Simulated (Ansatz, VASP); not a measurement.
**Ta: VASP beside Ansatz**

```xyz
2
Lattice="2.9186 0.0000 0.0000 -1.4593 2.5275 0.0000 0.0000 0.0000 5.0796" Properties=species:S:1:pos:R:3 pbc="T T T"
Ta    0.0000    1.6850    1.2699
Ta    1.4593    0.8425    3.8097
```

Change from the starting cell: z stretched by -1 % at fixed volume.

Alike in both runs: task single point; functional PBE; k mesh 13 × 13 × 7; occupations fermi-dirac, width 0.03 eV; no spin polarisation.

|  | VASP | Ansatz |
| --- | --- | --- |
| version | VASP 6.6.1 | Ansatz 0.2.0 |
| potentials or method | VASP PAW PBE potentials, release 64 (Ta_pv), cutoff 520 eV | all-electron LAPW, scalar-relativistic |

Ansatz gave:

* pressure (GPa): -0.1
* largest component of the traceless stress (GPa): 1.90

Question: Which values does VASP return?

Answer: Pressure (GPa): 0.0; largest component of the traceless stress (GPa): 1.87.

Ansatz ran all-electron here, so the differences hold the error of VASP's frozen core and of both bases.

Spin-orbit coupling is left out, which matters for the levels of Ta.
